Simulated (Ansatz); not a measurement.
Suppose SiNi takes space group Fd-3m (No. 227), with Si on 8b; Ni on 8a.

Method: Ansatz 0.2.0, DFT PBE, scalar-relativistic, plane waves, PAW. Cutoff 420 eV, Γ-centred mesh, Gaussian smearing, no spin polarisation.

Formation energies are uncorrected and refer to the elements' standard structures at the same level.

Task: Which cell and coordinates does it relax to?

Result:

Space group Fd-3m:1 (No. 227). a = 5.751 Å, b = 5.751 Å, c = 5.751 Å, α = 90.00°, β = 90.00°, γ = 90.00°
```json
{"atom": "Si", "site": "8b", "symmetry": "-43m", "x": "0.0000", "y": "0.0000", "z": "0.5000"}
{"atom": "Ni", "site": "8a", "symmetry": "-43m", "x": "0.2500", "y": "0.2500", "z": "0.2500"}
```

It has the NaTl (B32) type. Si has 4 Ni at 2.49 Å, 4 Si at 2.49 Å and 6 Ni at 2.88 Å; Ni is surrounded by 4 Si at 2.49 Å, 4 Ni at 2.49 Å and 6 Si at 2.88 Å.

Task: Where does its energy lie, and is it a metal?

Result: The energy over the elements is 0.00 eV/atom. The gap on the 14×14×14 mesh of the 4-atom cell is 0 eV (a metal). The formation energy is too near zero to say whether this cell lies below the elements.

The last run used Gaussian smearing of 0.10 eV. For metals, differences of a few meV/atom aren't resolved. Trial moments died out on the coarse mesh, so the last step has no spin; another magnetic start might hold. Symmetry constrained the relaxation, so the result can be a saddle point. Another cell of SiNi relaxed alike, in Pmmn (a cell as deposited in COD), lies 0.46 eV/atom lower, so this cell isn't the stable form at this level.
